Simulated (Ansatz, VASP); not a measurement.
## BaTe: VASP beside Ansatz

Contents of INCAR:

```
SYSTEM = BaTe
PREC = Accurate ; ENCUT = 520
EDIFF = 1E-6 ; ISMEAR = 0
SIGMA = 0.02 ; LREAL = .False.
LASPH = .True. ; NELM = 100
ALGO = Fast ; ISIF = 2
LWAVE = .False. ; LCHARG = .True.
GGA = PS ; LELF = .True.
LVHAR = .True. ; NBANDS = 15
```

KPOINTS

```
Automatic mesh
0
Gamma
  8 8 8
  0 0 0
```

The input POSCAR:

```
BaTe
1.0
    0.0123442000      3.4893507000      3.4374505000
    3.5246442000     -0.0244156000      3.4742103000
    3.5017972000      3.5032635000     -0.0015686000
Ba Te
1 1
Direct
   -0.0249545455      0.0617052786     -0.0067727273
    0.5249545455      0.4382947214      0.5067727273
```

Input for Ansatz:

```yaml
crystal:
  lattice:
    - [0.0123442, 3.4893507, 3.4374505]
    - [3.5246442, -0.0244156, 3.4742103]
    - [3.5017972, 3.5032635, -0.0015686]
  atoms:
    - { symbol: Ba, position: [-0.0249545455, 0.0617052786, -0.0067727273] }
    - { symbol: Te, position: [0.5249545455, 0.4382947214, 0.5067727273] }
basis:
  ecutwfc: 420
kpoints:
  mp_grid: { grid: [8, 8, 8] }
hamiltonian:
  xc: pbesol
scf:
  occupations: { method: gaussian, width: 0.02 }
output:
  forces: true
  stress: true
  eigenvalues: true
```

Change from the starting cell: all atoms moved at random, cell strained at random.

Alike in both runs: task single point; functional PBEsol; k mesh 8 × 8 × 8; occupations gaussian, width 0.02 eV; no spin polarisation.

|  | VASP | Ansatz |
| --- | --- | --- |
| version | VASP 6.6.1 | Ansatz 0.2.0 |
| potentials or method | VASP PAW PBE potentials, release 64 (Ba_sv, Te) | scalar-relativistic, plane waves, PAW |
| plane-wave cutoff (eV) | 520 | 420 |
| valence electrons in the cell | 16 | 26 |

|  | VASP | Ansatz | Ansatz less VASP |
| --- | --- | --- | --- |
| gap on the k mesh at the Fermi level (eV) | 2.09 | 2.14 | +0.055 |
| least direct gap on the mesh (eV) | 2.19 | 2.22 | +0.038 |
| pressure (GPa) | 1.9 | 1.5 | -0.44 |
| largest component of the traceless stress (GPa) | 1.64 | 1.56 | -0.086 |
| rms of the force components (eV/Å) | 0.725 | 0.686 | -0.0383 |

Atom by atom the forces differ by 0.038 eV/Å (rms over components). The two sets of potentials don't hold the same shells in valence.

Caveats: the PAW data sets were made with another functional, which shifts forces and pressure a little (VASP); spin-orbit coupling is left out, which moves the levels of the heavy elements. A k mesh can miss the band edges.
